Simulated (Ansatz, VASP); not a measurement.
# BaTiO3 in VASP and in Ansatz

Contents of INCAR:

```
ALGO = Normal ; EDIFF = 1E-6
ENCUT = 520 ; GGA = PE
ISIF = 2 ; ISMEAR = 0
LASPH = True ; LCHARG = False
LDAU = True ; LDAUJ = 0 0 0
LDAUL = -1 2 -1 ; LDAUPRINT = 1
LDAUTYPE = 2 ; LDAUU = 0 4 0
LMAXMIX = 4 ; LREAL = False
LWAVE = False ; NBANDS = 28
NELM = 150 ; PREC = Accurate
SIGMA = 0.05
```

File KPOINTS:

```
k-points
0
Gamma
  6 6 6
```

The input POSCAR:

```
BaTiO3
1.0
    4.1084248982      0.0000000000      0.0000000000
    0.0000000000      2.9451135203      3.0302143625
    0.0000000000     -2.9451135203      3.0302143625
Ba Ti O
1 1 3
Direct
    0.0000000000      0.0080771898      0.0080771898
    0.5000000000      0.5197092923      0.5197092923
    0.0000000000      0.4916268263      0.4916268263
    0.5000000000      0.4938075436      0.9829991481
    0.5000000000      0.9829991481      0.4938075436
```

Input for Ansatz:

```yaml
crystal:
  lattice:
    - [4.1084248982, 0.0, 0.0]
    - [0.0, 2.9451135203, 3.0302143625]
    - [0.0, -2.9451135203, 3.0302143625]
  atoms:
    - { symbol: Ba, position: [0.0, 0.0080771898, 0.0080771898] }
    - { symbol: Ti, position: [0.5, 0.5197092923, 0.5197092923] }
    - { symbol: O, position: [0.0, 0.4916268263, 0.4916268263] }
    - { symbol: O, position: [0.5, 0.4938075436, 0.9829991481] }
    - { symbol: O, position: [0.5, 0.9829991481, 0.4938075436] }
basis:
  ecutwfc: 420
kpoints:
  mp_grid: { grid: [6, 6, 6] }
hamiltonian:
  xc: pbe
  hubbard: { sites: [{ species: Ti, l: d, u_eff: 4.0 }] }
scf:
  occupations: { method: gaussian, width: 0.05 }
output:
  forces: true
  stress: true
  eigenvalues: true
```

Change from the starting cell: strain +0.025 along x and y, +0.050 along z, atoms carried along.

Alike in both runs: task single point; functional PBE; k mesh 6 × 6 × 6; occupations gaussian, width 0.05 eV; no spin polarisation; Hubbard terms Ti d U = 4.0 eV.

|  | VASP | Ansatz |
| --- | --- | --- |
| version | VASP 6.6.1 | Ansatz 0.2.0 |
| potentials or method | VASP PAW PBE potentials, release 64 (Ba_sv, Ti_sv, O) | scalar-relativistic, plane waves, PAW |
| plane-wave cutoff (eV) | 520 | 420 |
| valence electrons in the cell | 40 | 40 |

```tsv
	VASP	Ansatz	Ansatz less VASP
gap on the k mesh at the Fermi level (eV)	2.20	2.20	+0.001
least direct gap on the mesh (eV)	2.65	2.65	+0.004
pressure (GPa)	-9.8	-12.2	-2.37
largest component of the traceless stress (GPa)	2.37	2.16	-0.208
rms of the force components (eV/Å)	0.177	0.359	+0.1825
```

The programs project onto different local orbitals, so the same U acts differently. Atom by atom the forces differ by 0.183 eV/Å (rms over components).

Caveats: spin-orbit coupling is left out, which moves the levels of the heavy elements. A k mesh can miss the band edges.
